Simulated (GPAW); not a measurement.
CdSe (Cadmoselite):

```xyz
4
Lattice="4.3000 0.0000 0.0000 -2.1500 3.7239 0.0000 0.0000 0.0000 7.0200" Properties=species:S:1:pos:R:3 pbc="T T T"
Cd    2.1500    1.2413    3.5100
Cd    0.0000    2.4826    0.0000
Se    2.1500    1.2413    6.2127
Se    0.0000    2.4826    2.7027
```

```yaml
Program: GPAW 26.7.0
Task: relaxation of cell and atoms
Functional: TPSS
Dispersion: D4
Potentials_or_basis: GPAW PAW data sets (gpaw-data 1.2.1)
Cutoff: 600 eV
Basis: pw
k_mesh: 5 × 5 × 3
Occupations: fermi-dirac, width 0.05 eV
Spin: no spin polarisation
```

At the start: pressure -0.4 GPa; volume 28.10 Å³/atom.

Task: How do energy, volume and symmetry change on relaxing?

Result: Over 14 steps the energy falls by 5.1 meV/atom and the volume is 27.85 Å³/atom (-0.9 %); space group P6_3mc (No. 186, to 0.05 Å).

Step by step:
```
step  energy change (eV)  largest force (eV/Å)  pressure (GPa)  volume (Å³)
   1              0.0000                0.2729           -0.40       112.41
   2             -0.0039                0.2478           -0.39       112.35
   3             -0.0103                0.1976           -0.37       112.23
   4             -0.0166                0.1234           -0.32       112.06
   5             -0.0201                0.0283           -0.23       111.83
   6             -0.0191                0.0761           -0.07       111.52
   7             -0.0192                0.0734           -0.07       111.51
   8             -0.0194                0.0681           -0.07       111.51
   9             -0.0196                0.0603           -0.07       111.50
  10             -0.0199                0.0505           -0.06       111.49
  11             -0.0201                0.0388           -0.06       111.48
  12             -0.0204                0.0259           -0.05       111.46
  13             -0.0205                0.0121           -0.05       111.44
  14             -0.0206                0.0035           -0.03       111.42
```

Final structure:
```
Cd Se
1.0
     4.29824    0.00000    0.00000
    -2.14912    3.72239    0.00000
     0.00000    0.00000    6.96381
Cd Se
2 2
Direct
  0.66667 0.33333 0.50377
  0.33333 0.66667 0.00377
  0.66667 0.33333 0.88123
  0.33333 0.66667 0.38123
```

Caveat: later steps reuse the first step's grids; the PAW data sets were made with another functional, which shifts forces and pressure a little.
